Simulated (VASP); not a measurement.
Here is a VASP 6.6.1 calculation.

INCAR

```
SYSTEM = Pt
ALGO     = Normal         ! electronic algorithm
EDIFF    = 1E-7           ! SCF threshold, eV
ENCUT    = 520            ! plane-wave cutoff, eV
GGA      = PS             ! functional
ISIF     = 2              ! what is computed and relaxed
ISMEAR   = -1             ! smearing method
LASPH    = .TRUE.         ! aspherical terms in the spheres
LCHARG   = .FALSE.        ! write CHGCAR
LREAL    = .FALSE.        ! projectors in reciprocal space
LWAVE    = .FALSE.        ! write WAVECAR
NBANDS   = 17             ! bands
NELM     = 60             ! most SCF steps
PREC     = Accurate       ! precision mode
SIGMA    = 0.05           ! smearing width, eV
```

KPOINTS

```
k-points
0
G
  11 11 6
  0 0 0
```

File POSCAR:

```
Pt
1.0
    2.7606656158      0.0000000000      0.0000000000
   -1.3803328079      2.3908065546      0.0000000000
    0.0000000000      0.0000000000      4.7921340000
Pt
2
Direct
    0.3333333333      0.6666666667      0.2500000000
    0.6666666667      0.3333333333      0.7500000000
```

Potentials or basis: VASP PAW PBE potentials, release 64 (Pt).

Launch:

```console
$ cat potpaw_PBE.64/Pt/POTCAR > POTCAR
$ mpirun -np 1 vasp_std > vasp.out
```

(1) Predict the band gap on the k mesh.

(2) Predict the pressure.

Answers

(1) none (metal or under the smearing width).

(2) -11.0 GPa.

Caveat: the PAW data sets were made with another functional, which shifts forces and pressure a little.
